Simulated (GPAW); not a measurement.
Runs of GPAW 26.7.0 on HgSe. Symmetry: F-43m, No. 216, cubic system. Conventional cell: a = 6.078 Å, b = 6.078 Å, c = 6.078 Å, α = 90.00°, β = 90.00°, γ = 90.00°. Hg (site symmetry -43m) has 4 Se at 2.63 Å as nearest neighbours. Around Se (site symmetry -43m) lie 4 Hg at 2.63 Å. 

```tsv
level	potentials or basis	older calculator (legacy_gpaw)	gap on the mesh (eV)	pressure (GPa)
optB88-vdW	GPAW PAW data sets (gpaw-data 1.2.1), pw	yes	none	-
PBE	GPAW PAW data sets (gpaw-data 1.2.1), pw	-	none	5.1
vdW-DF-cx	GPAW PAW data sets (gpaw-data 1.2.1), pw	-	none	-
LDA	the program's PAW data sets (release 1.2.1) made for this functional, pw	-	none	-0.1
PBEsol	PAW data sets generated in the run's folder for this functional, pw	-	none	(a)
```

Alike in all rows: task single point; no spin polarisation; cell as given; k mesh 8 × 8 × 8; cutoff (eV) 600; smearing fermi-dirac 0.05 eV.

**Question.** Estimate the missing entries.

**Answer.** (a) 1.9.

Caveats: the PAW data sets were made with another functional, which shifts forces and pressure a little (some runs).

A k mesh can miss the band edges, and the runs leave out spin-orbit coupling on Hg, Se.

A gap of «none» marks a metal or a gap under the smearing width.
